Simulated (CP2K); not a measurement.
## InP in CP2K: the effect of functional

Crystal: InP.

```
In P
1.0
     4.14435    0.00000    0.00000
     2.07218    3.58911    0.00000
     2.07218    1.19637    3.38385
In P
1 1
Direct
  0.00000 0.00000 0.00000
  0.75000 0.75000 0.75000
```

Alike in all runs:

```yaml
Program: CP2K 2026.2
Task: atomic charges
Potentials_or_basis: POTENTIAL_UZH In GTH-PBE-q13, P GTH-PBE-q5; TZVP-MOLOPT-PBE-GTH basis
Density_cutoff: 9184 eV
k_mesh: 8 × 8 × 8
Occupations: fermi-dirac, width 0.05 eV
Spin: no spin polarisation
```

| functional | gap on the mesh (eV) | pressure (GPa) |
| --- | --- | --- |
| PBE | 0.69 | 3.9 |
| LDA | 0.51 | 0.5 |
| PBEsol | 0.59 | 1.6 |
| PW91 | 0.66 | 3.9 |
| revPBE | ? | ? |
| HLE16 | 1.18 | -5.6 |
| TPSS | 0.73 | 3.3 |

Question: What does the run with functional revPBE give?

Answer: gap on the mesh 0.75 eV; pressure 4.9 GPa.

Caveats: spin-orbit coupling is left out, which moves the levels of the heavy elements; the basis of atomic orbitals isn't converged, which shifts pressures, moduli and gaps; the potentials were made for another functional, which shifts forces and pressure (some runs); the potentials were made for a functional far from this one (some runs).

